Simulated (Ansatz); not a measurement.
**Relaxing Rh**

Method: DFT PBE, scalar-relativistic, plane waves, PAW in Ansatz.

The start is a database structure of Rh, space group P6_3/mmc (No. 194).

The final relaxation ran on this input, with the default PAW datasets:

```yaml
crystal:
  lattice:
    - [2.7149330439, 0.0, 0.0]
    - [-1.357466522, 2.3512009856, 0.0]
    - [0.0, 0.0, 8.8243782181]
  atoms:
    - { symbol: Rh, position: [0.0, 0.0, 0.0] }
    - { symbol: Rh, position: [0.3333333333, 0.6666666667, 0.25] }
    - { symbol: Rh, position: [0.0, 0.0, 0.5] }
    - { symbol: Rh, position: [0.6666666667, 0.3333333333, 0.75] }
basis:
  ecutwfc: 420
kpoints:
  mp_grid: { grid: [21, 21, 6] }
hamiltonian:
  xc: pbe
scf:
  occupations: { method: gaussian, width: 0.1 }
output:
  forces: true
  stress: true
  eigenvalues: true
relax:
  adjacent_minimum: "off"
  f_tol: 0.01
  max_steps: 80
  cell: { stress_tol: 0.05 }
```

It can be run as:

```bash
ansatz run input.yaml --threads 1 --pin off --backend cpu --events-out ev --progress --plain --runs-dir out  # memory cap (--max-ram) not shown
```

End of the output:

```
SCF converged after 8 iterations
Free energy (F): -25611.495390 eV
Harris-Foulkes:  -25611.495390 eV  (|F-HF|=0.00e0)
Internal energy: -25611.466246 eV  (E = F + TS)
E sigma→0 (E₀):  -25611.480818 eV
Entropy (-TS):   -0.029143 eV (-7.286 meV/atom)
Fermi energy:    21.764751 eV
--- Per-component energies (eV) ---
  E_band       = -379.149803
  E_kinetic    = 2291.210190
  E_local      = -6367.442467  (includes V_loc(G=0)·N_el)
  E_nonlocal   = 1418.288868
  E_hartree    = 2238.162963
  E_xc         = -886.964382
  E_vxc        = -1113.417919  (∫ρ·V_xc dr)
  E_paw        = -14347.474225  (= ΣΔE_a)
  E_vpaw       = -1084.117859  (= ΣTr[D̂ρ^β])
  E_aug_tail   = 0.003459  (compensation charges beyond the density's cutoff)
  E_ewald      = -9957.250652
  E_smearing   = -0.029143  (= −TS)
  E_closure    =  0.000000  (closes the sum)
  Σ components = -25611.495390   (vs F -25611.495390, Δ=0.00e0)
--- Forces (eV/Å), atoms counted from 1 ---
  atom   1  Rh     0.00000000     0.00000000     0.00000000
  atom   2  Rh     0.00000000     0.00000000     0.00000000
  atom   3  Rh     0.00000000     0.00000000     0.00000000
  atom   4  Rh     0.00000000     0.00000000     0.00000000
  max |Σ_I F_I| component: 4.63e-18 eV/Å
--- Stress (GPa, compression-positive) ---
       -0.020006       0.000000       0.000000
        0.000000      -0.020006       0.000000
        0.000000       0.000000      -0.029463
  P = ⅓ Tr σ = -0.0232 GPa (-0.232 kbar)
--- Relaxed structure (3 steps of the walk, 3 accepted, 1 SCFs on fresh bases) ---
  F+E_penalty+E_count = -25611.49538969 eV   max|allowed force component| = 4.048e-18 eV/Å   (the final SCF, on the basis selected at the relaxed cell)
  cell:  # Å, volume = 56.2824 Å³
    - [2.711076, 0.000000, 0.000000]
    - [-1.355538, 2.347860, 0.000000]
    - [0.000000, 0.000000, 8.842173]
  atoms:
    - { symbol: Rh, position: [0.000000, 0.000000, 0.000000] }
    - { symbol: Rh, position: [0.333333, 0.666667, 0.25] }
    - { symbol: Rh, position: [0.000000, 0.000000, 0.5] }
    - { symbol: Rh, position: [0.666667, 0.333333, 0.75] }
```

Total energies depend on the potentials used, so only differences within one code and one set of settings carry meaning.

The result has space group P6_3/mmc (No. 194). Rh on Wyckoff site a (2 atoms of the primitive cell) has 12 Rh at 2.71 Å; Rh on Wyckoff site c (2 atoms of the primitive cell) is coordinated by 12 Rh at 2.71 Å.

It lies 0.02 eV/atom above the element's standard state at the same level.

For metals, differences of a few meV/atom aren't resolved.

Symmetry constrained the relaxation, so the result can be a saddle point.